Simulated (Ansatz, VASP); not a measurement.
## NaH: VASP beside Ansatz

```xyz
2
Lattice="0.0000 2.3902 2.3902 2.3902 0.0000 2.3902 2.3902 2.3902 0.0000" Properties=species:S:1:pos:R:3 pbc="T T T"
Na    0.0000    0.0000    0.0000
H     2.3902    2.3902    2.3902
```

Change from the starting cell: volume scaled by 0.94.

Alike in both runs: task single point; functional LDA; k mesh 9 × 9 × 9; occupations fermi-dirac, width 0.05 eV; no spin polarisation.

|  | VASP | Ansatz |
| --- | --- | --- |
| version | VASP 6.6.1 | Ansatz 0.2.0 |
| potentials or method | VASP PAW LDA potentials, release 64 (Na_pv, H), cutoff 520 eV | all-electron LAPW, scalar-relativistic |

VASP gave:

```
gap on the k mesh at the Fermi level (eV) : 3.78
least direct gap on the mesh (eV)         : 4.54
pressure (GPa)                            : -1.5
```

Problem. Estimate Ansatz's values.

Solution. gap on the k mesh at the Fermi level (eV): 3.78; least direct gap on the mesh (eV): 4.54; pressure (GPa): -1.4.

Ansatz ran all-electron here, so the differences hold the error of VASP's frozen core and of both bases.

Caveats: an odd mesh through Γ misses points on the zone boundary, where band edges often lie.
